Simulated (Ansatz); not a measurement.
# GaAs: the cost of one run

Program: Ansatz 0.2.0. Level of theory: DFT LDA, scalar-relativistic. These are calculated values, not measurements.

## (1) Starting point

It takes space group F-43m (No. 216, cubic). The conventional cell has a = 5.654 Å, b = 5.654 Å, c = 5.654 Å, α = 90.00°, β = 90.00°, γ = 90.00°. Ga (site symmetry -43m) is surrounded by 4 As at 2.45 Å. As (site symmetry -43m) is surrounded by 4 Ga at 2.45 Å.

As a file:

```
Ga As
1.0
     0.00000    2.82685    2.82685
     2.82685    0.00000    2.82685
     2.82685    2.82685    0.00000
Ga As
1 1
Direct
  0.00000 0.00000 0.00000
  0.75000 0.75000 0.75000
```

Atoms are numbered in the order of the input: Ga1, As2.

## (2) After the deformation

Space group F-43m before, I-4m2 after.

## (3) LAPW, all electrons

input.yaml reads:

```yaml
crystal:
  lattice:
    - [0.0, 2.883387, 2.82685]
    - [2.883387, 0.0, 2.82685]
    - [2.883387, 2.883387, 0.0]
  atoms:
    - { symbol: Ga, position: [0.0, 0.0, 0.0] }
    - { symbol: As, position: [0.75, 0.75, 0.75] }
kpoints:
  mp_grid: { grid: [11, 11, 11] }
  band_path:
    path:
      - [0.0, 0.0, 0.0]
      - [0.0, 0.5, 0.5]
      - [0.25, 0.75, 0.5]
      - [0.0, 0.5, 0.0]
      - [0.0, 0.0, 0.0]
      - [0.5, 0.5, 0.0]
      - [0.38005, 0.61995, 0.0]
      - [-0.38005, 0.38005, 0.0]
      - [0.0, 0.0, 0.0]
    npoints: 5
scf:
  occupations: { method: fermi_dirac, width: 0.05 }
hamiltonian:
  xc: lda
  pseudopotentials: { kind: all_electron, lapw: { basis_error: 0.0005 } }
output:
  forces: true
  stress: true
  eigenvalues: true
```

Run with:

```
$ ansatz run input.yaml --threads 1 --pin off --max-ram 3072MiB --backend cpu --events-out ev --progress --plain --runs-dir out
```

What time and memory should one allow on 1 thread of Intel Xeon 6975P-C (Granite Rapids), shared host?

About 33 s, with a peak of 0.6 GiB.
